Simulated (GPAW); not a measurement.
Computed results, one entry a study.

## How the form of the self-energy moves the gap of GaAs (F-43m)

Symmetry: F-43m, No. 216, cubic system. Conventional cell: a = 5.654 Å, b = 5.654 Å, c = 5.654 Å, α = 90.00°, β = 90.00°, γ = 90.00°. Nearest to Ga lie 4 As at 2.45 Å. Nearest to As lie 4 Ga at 2.45 Å. Farther neighbours are not listed.

| Quantity | Value |
| --- | --- |
| method | DFT, PBE, plane waves, PAW (and 1 further level or step) |
| program | GPAW 26.7.0 |
| settings of one run | cutoff 450 eV, GPAW PAW setups 1.2.1 data release, 4×4×4 k-mesh, nbands 153 |
| cost | 4 runs, 76 s in all on 4 MPI ranks of Arm Neoverse V2, shared host (the runs of this entry) |
| notes | The cell and positions come from the Crystallography Open Database and are kept as given unless a step says otherwise. Limits: no spin-orbit coupling. Bands and cutoff are finite, so the gap is not at the basis limit. The miss can reach some tenths of an eV and take either sign; the mesh is an error of its own. The 4×4×4 mesh is coarse for this cell, which bears on the long-range parts of exchange and screening. |
| G0W0, Godby-Needs plasmon pole | 1.762 eV |
| G0W0, full frequency, Hilbert transform | 1.765 eV |
| G0W0, multipole | 1.750 eV |
| known limits | not at the basis limit; no spin-orbit coupling; coarse k mesh |

G0W0, full frequency, Hilbert transform: +0.003 eV against G0W0, Godby-Needs plasmon pole. G0W0, multipole: −0.012 eV against G0W0, Godby-Needs plasmon pole.

[Runs of the session that timed out or met a known fault of the program may be left out.]

[Hosts, paths, dates, database ids (printed as entryN), source tags and the programs' standing remarks are cut or masked in the printed files.]
